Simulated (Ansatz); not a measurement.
Runs of Ansatz 0.2.0 on Si. The structure is hexagonal, space group P6/mmm (No. 191). Conventional cell: a = 4.121 Å, b = 4.121 Å, c = 2.655 Å, α = 90.00°, β = 90.00°, γ = 120.00°. Si (site symmetry -6m2) is surrounded by 5 Si at 2.38 to 2.65 Å. The cell was built by a generator and needn't be a form met in nature.

```csv
task,level,cell,k mesh,cutoff (eV),points for each segment of the path,mesh quality,gap on the mesh (eV),pressure (GPa),relaxed volume (Å³/atom)
relaxation of cell and atoms,PBE0,relaxed,4 × 4 × 5,420,-,coarse,none,-,(a)
single point,B3LYP,as given,4 × 4 × 5,420,-,coarse,none,-,-
band structure,HSE03,as given,4 × 4 × 5,420,4,coarse,none,-,-
band structure,r2SCAN,as given,8 × 8 × 10,500,14,not flagged,none,-1.1,-
relaxation of cell and atoms,HSEsol,relaxed,4 × 4 × 5,420,-,coarse,none,-,18.65
relaxation of cell and atoms,PBEsol0,relaxed,4 × 4 × 5,420,-,coarse,-,-,18.61
single point,r2SCANh,as given,4 × 4 × 5,500,-,coarse,none,-,-
single point,r2SCAN0,as given,4 × 4 × 5,500,-,coarse,none,-,-
relaxation of cell and atoms,LDA,relaxed,8 × 8 × 10,420,-,not flagged,none,0.0,(b)
relaxation of cell and atoms,PBEsol,relaxed,8 × 8 × 10,420,-,not flagged,none,0.0,19.09
single point,PBE0,as given,4 × 4 × 5,420,-,coarse,none,-,-
band structure,PBEsol,as given,8 × 8 × 10,420,14,not flagged,none,-1.9,-
```

Alike in all rows: potentials or basis Ansatz PAW; no spin polarisation; smearing fermi-dirac 0.05 eV.

Q: Fill in the values left out.

A: (a) 18.85; (b) 18.79.

Caveats: some runs use coarse meshes; the PAW data sets come from PBE, with cores solved anew for the run's functional, which leaves a small shift of forces and pressure; the plane-wave basis is chosen anew once the cell has moved, so the energies of steps on either side of that aren't comparable (some runs); the potentials were made for another functional, which shifts forces and pressure (some runs).

A k mesh can miss the band edges.

A gap of «none» marks a metal or a gap under the smearing width.

Not every run made on this cell is shown here.
